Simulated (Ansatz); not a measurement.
InSb: all-electron results

```
CELL_PARAMETERS angstrom
5.35700 0.00000 0.00000
0.00000 5.71200 0.00000
0.00000 0.00000 3.06300
ATOMIC_POSITIONS crystal
In 0.00000 0.00000 0.00000
In 0.50000 0.50000 0.00000
Sb 0.50000 0.00000 0.83500
Sb 0.00000 0.50000 0.16500
```

Atoms are numbered in the order listed.

Conventional cell: a = 5.357 Å, b = 5.712 Å, c = 3.063 Å, α = 90.00°, β = 90.00°, γ = 90.00°. In (atom 1) has 4 Sb at 2.73 to 2.90 Å and 2 In at 3.06 Å as nearest neighbours. Sb (atom 3) is surrounded by 4 In at 2.73 to 2.90 Å and 2 Sb at 3.06 Å.

The geometry is COD entry 1525500, unchecked; take it as a test cell.

No spin–orbit coupling, which matters for the heavy atoms here.

All numbers are computed: DFT, LDA, all-electron LAPW, scalar-relativistic (Ansatz 0.2.0); DFT, LDA, PAW with Ansatz's default frozen-core files, scalar-relativistic (Ansatz 0.2.0).

For LAPW: a Γ-centred 6×6×11 k mesh, Fermi–Dirac smearing of 0.08 eV, basis error target 1 meV/atom, no spin polarisation. PAW takes a cutoff of 420 eV at this cell (files made with PBE, cores remade for this functional). The Ansatz runs share mesh, smearing and spin set-up. Values come from LAPW unless marked.

| Quantity | Value |
| --- | --- |
| Pressure at this cell | 11.57 GPa |
| Largest force | 0.607 eV/Å on Sb3 |
| Löwdin charges (with 0.10 e of the cell spilling out of the atomic basis, so their sizes and signs hang on that basis) | In1 -0.16, Sb3 0.21 e |
| Band gap | none: bands cross the Fermi level, a metal |
| Bader charges (from the PAW run) | In1 +0.22, Sb3 -0.22 e |
| Volume per atom | 23.43 Å³ |

Predict this quantity. Stress xx, yy, zz (compression positive).

22.65, 8.61, 3.46 GPa.

Density of states at the Fermi level (0.2 eV bin): what does the calculation give?

1.59 states/eV per cell.
